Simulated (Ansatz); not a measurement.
This script drives Ansatz 0.2.0, Python API.

`transition.py`:
```python
# -*- coding: utf-8 -*-
"""Pressure at which two phases of W cross."""

from dataclasses import dataclass

import ansatz as az
import numpy as np


@dataclass
class Options:
    k_spacing: float = 0.27
    smearing: str = "fermi_dirac"
    smearing_width: float = 0.1


cfg = Options()


def sc(A, a):
    return (
        az.Lattice.cubic(a)
        .space_group(221)
        .atom(A, (0, 0, 0))
    )


def hcp(a_site, a):
    return (
        az.Lattice.from_parameters(a, a, 1.633 * a, alpha=90, beta=90, gamma=120)
        .space_group(194)
        .atom(a_site, (1 / 3, 2 / 3, 0.25))
    )


def solve(name, crystal, pressure=0.0):
    calc = (
        crystal.calculation()
        .basis(18 * az.Ha)
        .functional(az.Functional.PBE)
        .kpoints(spacing=cfg.k_spacing)
        .occupations(cfg.smearing, width=cfg.smearing_width)
    )
    calc = calc.relax(force_tolerance=0.01, max_steps=30, cell=True, pressure=pressure)
    return calc.run(threads=1)


def volume_per_atom(outcome):
    return abs(np.linalg.det(outcome.lattice.cell_ang)) / len(outcome.lattice.sites)

phases = {}
phases["sc"] = sc("W", 2.59)
phases["hcp"] = hcp("W", 2.82)

# H = E + PV, with 1 eV per cubic angstrom equal to 160.2 GPa
pressures = [0, 15, 30, 45]
enthalpy, volume = {name: [] for name in phases}, {name: [] for name in phases}
for p in pressures:
    for name, crystal in phases.items():
        o = solve(name, crystal, pressure=p)
        volume[name].append(volume_per_atom(o))
        enthalpy[name].append(o.report["energy_sigma0_ev"] / len(o.lattice.sites) + p * volume[name][-1] / 160.21766)
gap = np.array(enthalpy["hcp"]) - np.array(enthalpy["sc"])
rows = [(p, va, vb, 1000 * d) for p, va, vb, d in zip(pressures, volume["sc"], volume["hcp"], gap)]
print("| P (GPa) | V sc (A^3/atom) | V hcp (A^3/atom) | H(hcp) - H(sc) (meV/atom) |")
print("| --- | --- | --- | --- |")
for row in rows:
    print(f"| {row[0]:d} | {row[1]:.3f} | {row[2]:.3f} | {row[3]:+.1f} |")
crossings = [p0 - g0 * (p1 - p0) / (g1 - g0) for p0, p1, g0, g1 in zip(pressures, pressures[1:], gap, gap[1:]) if g0 * g1 < 0]
print("crossing near", [round(float(p), 1) for p in crossings], "GPa") if crossings else print("no crossing in this range")
```

It is started by `python transition.py`. How long does it take on 1 thread of Arm Neoverse V1, with other jobs on the host, and how much memory does it need?

It took about 67 s, with a peak of 0.42 GiB, for 8 runs of the engine.

```console
$ python transition.py
| P (GPa) | V sc (A^3/atom) | V hcp (A^3/atom) | H(hcp) - H(sc) (meV/atom) |
| --- | --- | --- | --- |
| 0 | 18.409 | 16.518 | -960.8 |
| 15 | 17.282 | 15.721 | -1119.6 |
| 30 | 16.425 | 15.085 | -1252.7 |
| 45 | 15.742 | 14.555 | -1368.7 |
no crossing in this range
```

Notes:
- At a fixed pressure a relaxation lowers the enthalpy F + PV, while F alone can rise.
- For the metals among these phases the mesh is modest: differences between phases can be off by up to 40 meV an atom.
- Spin-orbit coupling, which matters for elements this heavy, is left out.
- Only these two structures are compared, at zero temperature and with their symmetry kept; either may be hypothetical, and another phase may be lower than both. Differences under about 40 meV an atom lie within the error of mesh and functional.
- The cells are prototypes set up for this calculation and needn't exist.

(A comment or docstring line of the script was reworded after the run, the code is as it ran; lines on the test bed's own set-up are left out of the output.)
